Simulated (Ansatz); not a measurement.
Zinc-blende AlSb was calculated with BLYP (Ansatz, a first-principles code, plane waves, PAW).

Settings: plane-wave cutoff 520 eV, 10×10×10 k mesh, Fermi–Dirac smearing 0.01 eV, scalar-relativistic PAW data made under PBE.

The cell is scaled about its equilibrium volume:

| V (Å³/atom) | P (GPa) | direct gap at Γ (eV) |
|---|---|---|
| 29.620 | 3.01 | 1.354 |
| 30.250 | 1.89 | 1.188 |
| 30.880 | 0.88 | 1.029 |
| 31.511 | -0.01 | 0.876 |
| 32.141 | -0.81 | 0.729 |
| 32.771 | -1.52 | 0.588 |
| 33.401 | -2.15 | 0.452 |

A straight line through the gaps at Γ against ln V gives a volume deformation potential dE_g(Γ)/d ln V of -7.5 eV: the gap at Γ widens under compression.

Measured, for comparison: band gap 1.73 eV (zero-point renormalisation of 35 meV (experimental, the table's column) added back, indirect; as tabulated in Miglio et al. (2020), arXiv:2011.12765).

Spin–orbit coupling is not included; with these elements it can move the gap by several tenths of an eV or more.
